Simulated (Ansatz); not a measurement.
Ag in Ansatz: the effect of functional

Slab: Ag, a slab with vacuum.

```xyz
6
Lattice="2.9300 0.0000 0.0000 -1.4650 2.5375 0.0000 0.0000 0.0000 26.9750" Properties=species:S:1:pos:R:3 pbc="T T T"
Ag    1.4650    0.8458    7.5000
Ag    0.0000    1.6916    9.8950
Ag    1.4650    0.8458   12.2900
Ag    0.0000    1.6916   14.6850
Ag    1.4650    0.8458   17.0800
Ag    0.0000    1.6916   19.4750
```

The slab is cut from a database's or a generator's crystal, which needn't be the stable form of the element.

The cell isn't the ideal one: the (0 0 1) slab of Ag, cut from the database cell, not relaxed.

Alike in all runs:

```yaml
Program: Ansatz 0.2.0
Task: projected density of states
Potentials_or_basis: Ansatz PAW
k_mesh: 10 × 10 × 1
Occupations: fermi-dirac, width 0.05 eV
Spin: no spin polarisation
```

```csv
functional,cutoff,largest force (eV/Å),work function (eV)
LDA,420 eV (not typed: the program's choice for these potentials),?,?
PBEsol,420 eV (not typed: the program's choice for these potentials),0.30,4.62
RPBE,420 eV (not typed: the program's choice for these potentials),0.19,4.29
revPBE,420 eV (not typed: the program's choice for these potentials),0.14,4.32
BLYP,420 eV (not typed: the program's choice for these potentials),0.33,4.30
r2SCAN,500 eV (not typed: the program's choice for these potentials),0.13,4.46
```

**Question.** What does the run with functional LDA give?

**Answer.** Largest force 0.50 eV/Å; work function 4.92 eV.

Caveats: the PAW data sets come from PBE, with cores solved anew for the run's functional, which leaves a small shift of forces and pressure; the density of states is complete only up to the lowest level of the last band computed.

Runs at the PBE level aren't shown here.
